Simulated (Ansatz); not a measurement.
# Au: the cost of one run

Program: Ansatz 0.2.0. Level of theory: DFT PBEsol, scalar-relativistic, plane waves, PAW. These are calculated values, not measurements.

1 further run of the same task is left out (set aside as unsound or not needed).

## (1) The starting structure

It takes space group Cmcm (No. 63, orthorhombic). Conventional cell: a = 2.820 Å, b = 5.034 Å, c = 4.801 Å, α = 90.00°, β = 90.00°, γ = 90.00°. Around Au (site symmetry m2m) lie 12 Au at 2.82 to 2.92 Å.

As a file:

```xyz
2
Lattice="1.4100 -2.5170 0.0000 1.4100 2.5170 0.0000 0.0000 0.0000 4.8007" Properties=species:S:1:pos:R:3 pbc="T T T"
Au    1.4100   -0.8249    1.2002
Au    1.4100    0.8249    3.6005
```

It goes back to an entry of the Materials Project, which need not be the stable form.

This cell was relaxed beforehand with the same method: volume 17.04 Å³/atom, gap on the mesh none (metal).

Bulk energy on matching settings, from an earlier run: -13007.0841 eV/atom.

## (2) The (001) slab

Planes are indexed in the bulk's conventional cell (Cmcm (No. 63)), a = 2.820 Å, b = 5.034 Å, c = 4.801 Å, α = 90.00°, β = 90.00°, γ = 90.00°.

The slab is a (001) slab, 12.0 Å thick as cut, with 15 Å of vacuum; its outer planes are Au (top) and Au (bottom).

The slab as cut. Layers, bottom to top:

| plane | atoms per cell | height over the lowest (Å) |
| --- | --- | --- |
| 1 | Au | 0.00 |
| 2 | Au | 2.40 |
| 3 | Au | 4.80 |
| 4 | Au | 7.20 |
| 5 | Au | 9.60 |
| 6 | Au | 12.00 |

## (3) Single point on the unrelaxed (001) slab

A dipole layer in the vacuum cancels the field that periodic copies would set up if the slab's two faces differ.

Contents of input.yaml:

```yaml
crystal:
  lattice:
    - [2.8200300625, 0.0, 0.0]
    - [-1.4100150312, 2.5170030993, 0.0]
    - [0.0, 0.0, 27.0016939164]
  atoms:
    - { symbol: Au, position: [0.3361360516, 0.6722721033, 0.2777603517] }
    - { symbol: Au, position: [0.6638639484, 0.3277278967, 0.366656211] }
    - { symbol: Au, position: [0.3361360516, 0.6722721033, 0.4555520703] }
    - { symbol: Au, position: [0.6638639484, 0.3277278967, 0.5444479297] }
    - { symbol: Au, position: [0.3361360516, 0.6722721033, 0.633343789] }
    - { symbol: Au, position: [0.6638639484, 0.3277278967, 0.7222396483] }
basis:
  ecutwfc: 420
kpoints:
  mp_grid: { grid: [14, 14, 1] }
hamiltonian:
  xc: pbesol
scf:
  occupations: { method: gaussian, width: 0.1 }
output:
  forces: true
  stress: true
  eigenvalues: true
  write_density: true
  write_potential: true
  elf: true
  volumetric_format: npy
efield:
  axis: 3
  dipole_correction: true
  ramp_width: 0.04
```

The run is started by

```sh
> ansatz run input.yaml --threads 1 --pin off --max-ram 2560MiB --backend cpu --events-out ev --progress --plain --runs-dir out
```

What time and memory should one allow on 1 thread of Arm Neoverse N1, shared host?

About 2.7 min, with a peak of 0.71 GiB.
